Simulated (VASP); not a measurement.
Crystal: TiSi2.

```
Ti Si
1.0
     0.00000    4.11752    4.26290
     2.38951    0.00000    4.26290
     2.38951    4.11752    0.00000
Ti Si
2 4
Direct
  0.75000 0.75000 0.75000
  0.50000 0.50000 0.50000
  0.41257 0.08743 0.41257
  0.08743 0.41257 0.08743
  0.16257 0.83743 0.16257
  0.83743 0.16257 0.83743
```

The cell is a database's computed one.

- Program: VASP 6.6.1
- Task: relaxation of cell and atoms
- Functional: BLYP
- Dispersion: D3(BJ)
- Potentials or basis: VASP PAW PBE potentials, release 64 (Ti_sv, Si)
- Cutoff: 600 eV
- k mesh: 7 × 7 × 7
- Occupations: fermi-dirac, width 0.05 eV
- Spin: no spin polarisation

At the start: pressure -5.2 GPa; volume 13.98 Å³/atom.

**Question.** How do energy, volume and symmetry change on relaxing?

**Answer.** Over 9 steps the energy falls by 8.9 meV/atom and the volume is 13.46 Å³/atom (-3.7 %); space group Fddd (No. 70, to 0.05 Å).

Step by step:
| step | energy change (eV) | largest force (eV/Å) | pressure (GPa) | volume (Å³) |
| --- | --- | --- | --- | --- |
| 1 | 0.0000 | 0.0236 | -5.23 | 83.88 |
| 2 | -0.0165 | 0.0624 | 4.79 | 78.47 |
| 3 | -0.0518 | 0.0442 | -0.06 | 80.85 |
| 4 | -0.0517 | 0.0447 | 0.05 | 80.79 |
| 5 | -0.0531 | 0.0252 | 0.11 | 80.65 |
| 6 | -0.0532 | 0.0287 | 0.10 | 80.67 |
| 7 | -0.0533 | 0.0196 | -0.06 | 80.76 |
| 8 | -0.0534 | 0.0159 | -0.13 | 80.79 |
| 9 | -0.0535 | 0.0081 | -0.04 | 80.75 |

Final structure:
```
Ti Si
1.0
     0.00000    4.05682    4.21376
     2.36184    0.00000    4.21376
     2.36184    4.05682    0.00000
Ti Si
2 4
Cartesian
  3.5428 6.0852 6.3206
  2.3618 4.0568 4.2138
  1.1809 3.3528 2.1069
  1.1809 0.7040 2.1069
  2.3618 1.3244 4.2138
  2.3618 6.7892 4.2138
```

Caveat: the PAW data sets were made with another functional, which shifts forces and pressure a little; pairwise dispersion overbinds metals, which lowers pressure and volume.
